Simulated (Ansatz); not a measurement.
ZnS: energy along a strain

ZnS, F-43m, a = 5.409 Å (as given, not relaxed at this level: 1.4 GPa). The compound has several low-lying forms, and this is one of them. Ansatz: PBE, PAW, 420 eV, Γ-centred 10×10×10 mesh on 2 atoms, Gaussian smearing 0.05 eV; no spin polarisation. Cell vectors (Å): 0.000 2.705 2.705; 2.705 0.000 2.705; 2.705 2.705 0.000. The cell is strained by x per cent times the pattern (1 -1 0 0 0 0) in the order xx yy zz yz xz xy (engineering shears), with fractional coordinates held. y is the free energy over the start, V0 = 19.785 Å³/atom. Symmetry makes y even in x.

| x (%) | y (meV/atom) |
| --- | --- |
| -4.00 | ? |
| -2.00 | 2.06 |
| 0.00 | 0.00 |
| 1.00 | 0.51 |
| 3.00 | 4.65 |
| 3.50 | 6.33 |

**Question.** Fit y = c2 x² + c4 x⁴ to the other rows, get the stiffness along the pattern, and predict the missing energy.

**Answer.** Least squares on the rows shown. y = 0.5146 x² + 0.0001830 x⁴. The clamped-ion stiffness p·C·p = 2 × 5.146 eV × 160.2 / 19.785 Å³ = 83 GPa (second derivative at the start, which stands under stress). At x = -4.00 the fit asked for gives 8.28 meV/atom. The run gave 8.27 meV/atom, so the fit is 0.01 meV/atom too high, a small miss on the scale of the series.